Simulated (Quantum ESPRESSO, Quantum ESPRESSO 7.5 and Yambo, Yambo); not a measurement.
# AlN (P6_3mc): a self-consistent loop beyond G0W0, cycle by cycle

Aim: iterate the self-energy on AlN (P6_3mc) and follow the gap from cycle to cycle.

Method: PBE and many-body steps on it, plane waves, in Quantum ESPRESSO 7.5 and Yambo 5.3.0.

This is a report of a sequence of runs, with most program output left out.

The database entry behind the starting cell differs from later determinations by our own check (inner coordinate u about 0.002 short), so it need not match the best structure at ambient conditions.

## 1. The starting structure

Symmetry: P6_3mc, No. 186, hexagonal system. The conventional cell has a = 3.113 Å, b = 3.113 Å, c = 4.981 Å, α = 90.00°, β = 90.00°, γ = 120.00°. Nearest to Al lie 4 N at 1.89 Å. Nearest to N lie 4 Al at 1.89 Å. Farther neighbours and most contacts between anions are not listed.

The cell and positions come from the Crystallography Open Database and are kept as given unless a step says otherwise.

## 2. Empty states on the mesh, 3×3×4 mesh, 102 bands

This step: Quantum ESPRESSO 7.5; DFT, PBE, plane waves, norm-conserving pseudopotentials.

The sums over transitions need many empty states on a uniform mesh; this step solves for them.

File pw.in:

```
&control
  calculation = 'nscf'
  prefix = 'x'
  outdir = 'o'
  pseudo_dir = 'pseudo'
/
&system
  ibrav = 0
  nat = 4
  ntyp = 2
  ecutwfc = 72.0
  nbnd = 102
  force_symmorphic = .true.
/
&electrons
  conv_thr = 1e-9
  electron_maxstep = 80
  diago_full_acc = .true.
  diago_thr_init = 5e-6
/
ATOMIC_SPECIES
  Al 26.982 Al.upf
  N 14.007 N.upf
CELL_PARAMETERS angstrom
  3.1130000000 -0.0000000000 0.0000000000
  -1.5565000000 2.6959370820 0.0000000000
  0.0000000000 0.0000000000 4.9810000000
ATOMIC_POSITIONS crystal
  Al 0.3333333333 0.6666666667 0.0000000000
  Al 0.6666666667 0.3333333333 0.5000000000
  N 0.3333333333 0.6666666667 0.3800000000
  N 0.6666666667 0.3333333333 0.8800000000
K_POINTS automatic
  3 3 4 0 0 0
```

Command:

```sh
> OMP_NUM_THREADS=1 mpirun -n 4 pw.x -nk 4 -in pw.in > pw.out
```

The job ended after 7.5 s (4 MPI ranks of Arm Neoverse V1, shared host; peak memory 0.29 GiB; 30 s of CPU time).

Numbers from this step:

* gap: 4.221 eV
* k of the valence top: 0, 0, 0
* k of the conduction bottom: 0, 0, 0
* least direct gap: 4.221 eV
* k points computed: 10
* lowest point of the top converged band, above the valence top: 84.0307 eV

On this mesh the gap is 4.221 eV.

The density comes from a self-consistent run that is not shown.

## 3. Conversion and set-up

This step: Yambo 5.3.0; conversion and set-up on PBE, plane waves, norm-conserving pseudopotentials.

The states are converted to the many-body program's format and the q mesh is built.

Command:

```sh
> (cd o/x.save; p2y > p2y.log; mv SAVE ../..); yambo > setup.log
```

Run time: 2.1 s. Hardware: 1 MPI rank; peak memory 0.23 GiB.

## 4. G0W0

G0W0 replaces the xc potential by the self-energy, built once from these orbitals. Only a window of levels is corrected, while the sums run over the empty bands that the input names.

This step: G0W0 on PBE, plane waves, norm-conserving pseudopotentials.

File gw1.in:

```
HF_and_locXC
gw0
dyson
ppa
em1d
rim_cut
RandQpts= 1000000
RandGvec= 1 RL
EXXRLvcs= 72 Ry
VXCRLvcs= 288 Ry
Chimod= "HARTREE"
% BndsRnXp
 1 | 102 |
%
NGsBlkXp= 9.5 Ry
% LongDrXp
 1 | 1 | 1 |
%
% GbndRnge
 1 | 102 |
%
DysSolver= "n"
ExtendOut
PPAPntXp= 27.21138 eV
% QPkrange
 1 | 10 | 3 | 14 |
%
```

Command:

```sh
> OMP_NUM_THREADS=1 mpirun -n 4 yambo -F gw1.in -J gw1 -C gw1 > gw1.log
```

Wall time 2.2 min (4 MPI ranks); peak memory 1.4 GiB; 8.8 min of CPU time.

Numbers from this step:

```
G0W0 gap on the mesh                         : 5.503 eV
starting gap on the mesh                     : 4.221 eV
k of the valence top                         : 0, 0, 0
k of the conduction bottom                   : 0, 0, 0
least direct G0W0 gap on the computed points : 5.503 eV
Z at the valence top                         : 0.7961
Z at the conduction bottom                   : 0.8217
```

The gap on the mesh goes from 4.22 eV to 5.50 eV, a correction of +1.28 eV.

## 5. evGW0, cycle 1

This step: evGW0 on PBE, plane waves, norm-conserving pseudopotentials.

gw2.in, as its differences from gw1.in of step 4:

```diff
@@ -27 +27,2 @@
 %
+GfnQPdb= "E < ./gw1/ndb.QP"
```

Command:

```sh
> OMP_NUM_THREADS=1 mpirun -n 4 yambo -F gw2.in -J gw2,gw1_W -C gw2 > gw2.log
```

Wall time 2 min (4 MPI ranks); peak memory 1.4 GiB.

Numbers from this step:

```
quasiparticle gap on the mesh                         : 5.675 eV
gap of the density functional on the mesh             : 4.221 eV
k of the valence top                                  : 0, 0, 0
k of the conduction bottom                            : 0, 0, 0
least direct quasiparticle gap on the computed points : 5.675 eV
Z at the valence top                                  : 0.8013
Z at the conduction bottom                            : 0.8349
```

Against G0W0 in Yambo (3×3×4 mesh, 102 bands, screening to 129.3 eV, Godby-Needs plasmon pole), the gap moves by +0.172 eV.

The program's own table gives 5.887 eV, which is too large where the input levels are shifted: this version takes Σc at the unshifted level E₀, yet steps from the shifted one. The value above is the Newton step from E₀, E₀ + Z(Σc + Σx − Vxc), rebuilt from the printed columns.

## 6. evGW0, cycle 2

The corrected levels of the last cycle go back in.

gw3.in, as its differences from gw2.in of step 5:

```diff
@@ -27,2 +27,2 @@
 %
-GfnQPdb= "E < ./gw1/ndb.QP"
+GfnQPdb= "E < ./gw2_fix/ndb.QP"
```

Command:

```sh
> OMP_NUM_THREADS=1 mpirun -n 4 yambo -F gw3.in -J gw3,gw1_W -C gw3 > gw3.log
```

Run time: 2 min. Hardware: 4 MPI ranks; peak memory 1.4 GiB; 7.8 min of CPU time.

Numbers from this step:

```yaml
quasiparticle_gap_on_the_mesh: 5.698 eV
gap_of_the_density_functional_on_the_mesh: 4.221 eV
k_of_the_valence_top: 0, 0, 0
k_of_the_conduction_bottom: 0, 0, 0
least_direct_quasiparticle_gap_on_the_computed_points: 5.698 eV
```

Against the cycle before, the gap moves by +0.023 eV.

The program's own table gives 5.935 eV, which is too large where the input levels are shifted: this version takes Σc at the unshifted level E₀, yet steps from the shifted one. The value above is the Newton step from E₀, E₀ + Z(Σc + Σx − Vxc), rebuilt from the printed columns.

## 7. evGW0, cycle 3

gw4.in, as its differences from gw3.in of step 6:

```diff
@@ -27,2 +27,2 @@
 %
-GfnQPdb= "E < ./gw2_fix/ndb.QP"
+GfnQPdb= "E < ./gw3_fix/ndb.QP"
```

Command:

```sh
> OMP_NUM_THREADS=1 mpirun -n 4 yambo -F gw4.in -J gw4,gw1_W -C gw4 > gw4.log
```

It took 2 min on 4 MPI ranks; peak memory 1.4 GiB; 7.8 min of CPU time.

Numbers from this step:

```yaml
quasiparticle_gap_on_the_mesh: 5.701 eV
gap_of_the_density_functional_on_the_mesh: 4.221 eV
k_of_the_valence_top: 0, 0, 0
k_of_the_conduction_bottom: 0, 0, 0
least_direct_quasiparticle_gap_on_the_computed_points: 5.701 eV
```

Against the cycle before, the gap moves by +0.003 eV.

The program's own table gives 5.942 eV, which is too large where the input levels are shifted: this version takes Σc at the unshifted level E₀, yet steps from the shifted one. The value above is the Newton step from E₀, E₀ + Z(Σc + Σx − Vxc), rebuilt from the printed columns.

## 8. evGW, cycle 1

This step: evGW on PBE, plane waves, norm-conserving pseudopotentials.

gw5.in, as its differences from gw4.in of step 7:

```diff
@@ -27,2 +27,3 @@
 %
-GfnQPdb= "E < ./gw3_fix/ndb.QP"
+GfnQPdb= "E < ./gw1/ndb.QP"
+XfnQPdb= "E < ./gw1/ndb.QP"
```

Command:

```sh
> OMP_NUM_THREADS=1 mpirun -n 4 yambo -F gw5.in -J gw5 -C gw5 > gw5.log
```

It took 2.2 min on 4 MPI ranks; peak memory 1.4 GiB; 8.8 min of CPU time.

This step gave:

```yaml
quasiparticle_gap_on_the_mesh: 5.949 eV
gap_of_the_density_functional_on_the_mesh: 4.221 eV
k_of_the_valence_top: 0, 0, 0
k_of_the_conduction_bottom: 0, 0, 0
least_direct_quasiparticle_gap_on_the_computed_points: 5.949 eV
```

Against G0W0 in Yambo (3×3×4 mesh, 102 bands, screening to 129.3 eV, Godby-Needs plasmon pole), the gap moves by +0.447 eV.

The program's own table gives 6.143 eV, which is too large where the input levels are shifted: this version takes Σc at the unshifted level E₀, yet steps from the shifted one. The value above is the Newton step from E₀, E₀ + Z(Σc + Σx − Vxc), rebuilt from the printed columns.

## 9. evGW, cycle 2

gw6.in, as its differences from gw5.in of step 8:

```diff
@@ -27,3 +27,3 @@
 %
-GfnQPdb= "E < ./gw1/ndb.QP"
-XfnQPdb= "E < ./gw1/ndb.QP"
+GfnQPdb= "E < ./gw5_fix/ndb.QP"
+XfnQPdb= "E < ./gw5_fix/ndb.QP"
```

Command:

```sh
> OMP_NUM_THREADS=1 mpirun -n 4 yambo -F gw6.in -J gw6 -C gw6 > gw6.log
```

Elapsed: 2.2 min, on 4 MPI ranks; peak memory 1.4 GiB.

Numbers from this step:

- quasiparticle gap on the mesh: 6.087 eV
- gap of the density functional on the mesh: 4.221 eV
- k of the valence top: 0, 0, 0
- k of the conduction bottom: 0, 0, 0
- least direct quasiparticle gap on the computed points: 6.087 eV

Against the cycle before, the gap moves by +0.138 eV.

The program's own table gives 6.334 eV, which is too large where the input levels are shifted: this version takes Σc at the unshifted level E₀, yet steps from the shifted one. The value above is the Newton step from E₀, E₀ + Z(Σc + Σx − Vxc), rebuilt from the printed columns.

## 10. evGW, cycle 3

gw7.in, as its differences from gw6.in of step 9:

```diff
@@ -27,3 +27,3 @@
 %
-GfnQPdb= "E < ./gw5_fix/ndb.QP"
-XfnQPdb= "E < ./gw5_fix/ndb.QP"
+GfnQPdb= "E < ./gw6_fix/ndb.QP"
+XfnQPdb= "E < ./gw6_fix/ndb.QP"
```

Command:

```sh
> OMP_NUM_THREADS=1 mpirun -n 4 yambo -F gw7.in -J gw7 -C gw7 > gw7.log
```

Elapsed: 2.2 min, on 4 MPI ranks; peak memory 1.4 GiB.

Numbers from this step:

```
quasiparticle gap on the mesh                         : 6.127 eV
gap of the density functional on the mesh             : 4.221 eV
k of the valence top                                  : 0, 0, 0
k of the conduction bottom                            : 0, 0, 0
least direct quasiparticle gap on the computed points : 6.127 eV
```

Against the cycle before, the gap moves by +0.040 eV.

The program's own table gives 6.390 eV, which is too large where the input levels are shifted: this version takes Σc at the unshifted level E₀, yet steps from the shifted one. The value above is the Newton step from E₀, E₀ + Z(Σc + Σx − Vxc), rebuilt from the printed columns.

## 11. evGW, cycle 4

gw8.in, as its differences from gw7.in of step 10:

```diff
@@ -27,3 +27,3 @@
 %
-GfnQPdb= "E < ./gw6_fix/ndb.QP"
-XfnQPdb= "E < ./gw6_fix/ndb.QP"
+GfnQPdb= "E < ./gw7_fix/ndb.QP"
+XfnQPdb= "E < ./gw7_fix/ndb.QP"
```

Command:

```sh
> OMP_NUM_THREADS=1 mpirun -n 4 yambo -F gw8.in -J gw8 -C gw8 > gw8.log
```

It took 2.2 min on 4 MPI ranks; peak memory 1.4 GiB; 8.9 min of CPU time.

Numbers from this step:

```
quasiparticle gap on the mesh                         : 6.139 eV
gap of the density functional on the mesh             : 4.221 eV
k of the valence top                                  : 0, 0, 0
k of the conduction bottom                            : 0, 0, 0
least direct quasiparticle gap on the computed points : 6.139 eV
```

Against the cycle before, the gap moves by +0.012 eV.

The program's own table gives 6.406 eV, which is too large where the input levels are shifted: this version takes Σc at the unshifted level E₀, yet steps from the shifted one. The value above is the Newton step from E₀, E₀ + Z(Σc + Σx − Vxc), rebuilt from the printed columns.

## 12. evGW, cycle 5

gw9.in, as its differences from gw8.in of step 11:

```diff
@@ -27,3 +27,3 @@
 %
-GfnQPdb= "E < ./gw7_fix/ndb.QP"
-XfnQPdb= "E < ./gw7_fix/ndb.QP"
+GfnQPdb= "E < ./gw8_fix/ndb.QP"
+XfnQPdb= "E < ./gw8_fix/ndb.QP"
```

Command:

```sh
> OMP_NUM_THREADS=1 mpirun -n 4 yambo -F gw9.in -J gw9 -C gw9 > gw9.log
```

The job ended after 2.2 min (4 MPI ranks; peak memory 1.4 GiB; 8.8 min of CPU time).

Numbers from this step:

```yaml
quasiparticle_gap_on_the_mesh: 6.143 eV
gap_of_the_density_functional_on_the_mesh: 4.221 eV
k_of_the_valence_top: 0, 0, 0
k_of_the_conduction_bottom: 0, 0, 0
least_direct_quasiparticle_gap_on_the_computed_points: 6.143 eV
```

Against the cycle before, the gap moves by +0.004 eV.

The program's own table gives 6.411 eV, which is too large where the input levels are shifted: this version takes Σc at the unshifted level E₀, yet steps from the shifted one. The value above is the Newton step from E₀, E₀ + Z(Σc + Σx − Vxc), rebuilt from the printed columns.

## 13. The runs together

Times are wall times on 4 MPI ranks of Arm Neoverse V1, shared host, good to a factor of about two.

```csv
run,mesh,bands,screening cutoff (eV),DFT gap (eV),gap on the mesh (eV),direct (eV),time
G0W0,3×3×4,102,129.3,4.221,5.503,5.503,2.2 min
"evGW0, cycle 1",3×3×4,102,129.3,4.221,5.675,5.675,2 min
"evGW0, cycle 2",3×3×4,102,129.3,4.221,5.698,5.698,2 min
"evGW0, cycle 3",3×3×4,102,129.3,4.221,5.701,5.701,2 min
"evGW, cycle 1",3×3×4,102,129.3,4.221,5.949,5.949,2.2 min
"evGW, cycle 2",3×3×4,102,129.3,4.221,6.087,6.087,2.2 min
"evGW, cycle 3",3×3×4,102,129.3,4.221,6.127,6.127,2.2 min
"evGW, cycle 4",3×3×4,102,129.3,4.221,6.139,6.139,2.2 min
"evGW, cycle 5",3×3×4,102,129.3,4.221,6.143,6.143,2.2 min
```

## 14. Summary of results

```json
{
  "G0W0": "5.503 eV",
  "evGW0, cycle 1": "5.675 eV",
  "evGW0, cycle 2": "5.698 eV",
  "evGW0, cycle 3": "5.701 eV",
  "evGW, cycle 1": "5.949 eV",
  "evGW, cycle 2": "6.087 eV",
  "evGW, cycle 3": "6.127 eV",
  "evGW, cycle 4": "6.139 eV",
  "evGW, cycle 5": "6.143 eV",
  "known limits": "not at the basis limit; coarse k mesh"
}
```

**Reading.** evGW0 ends at 5.70 eV, +0.20 eV from G0W0, after 3 cycles that took 5.9 min beside the first screening; the last moved the gap by 0.003 eV. evGW ends at 6.14 eV, +0.64 eV from G0W0, after 5 cycles that took 11 min beside the first screening; the last moved the gap by 0.004 eV. Bands and cutoff are finite, so the gap is not at the basis limit. The miss can reach some tenths of an eV and take either sign; the mesh is an error of its own. The 3×3×4 mesh is coarse for this cell, which bears on the long-range parts of exchange and screening.

[Paths, hosts, dates, memory and timing lines, banners, echoed tables and standing remarks are left out of the program output.]

[Logs are printed without paths, hosts, clocks, repeated set-up lines and the standing remarks that a program may print on its own settings, such as how far it seeks lower states.]

[Runs of the session that timed out or met a known fault of the program may be left out.]

[Hosts, paths, dates, database ids (printed as entryN), source tags and the programs' standing remarks are cut or masked in the printed files.]
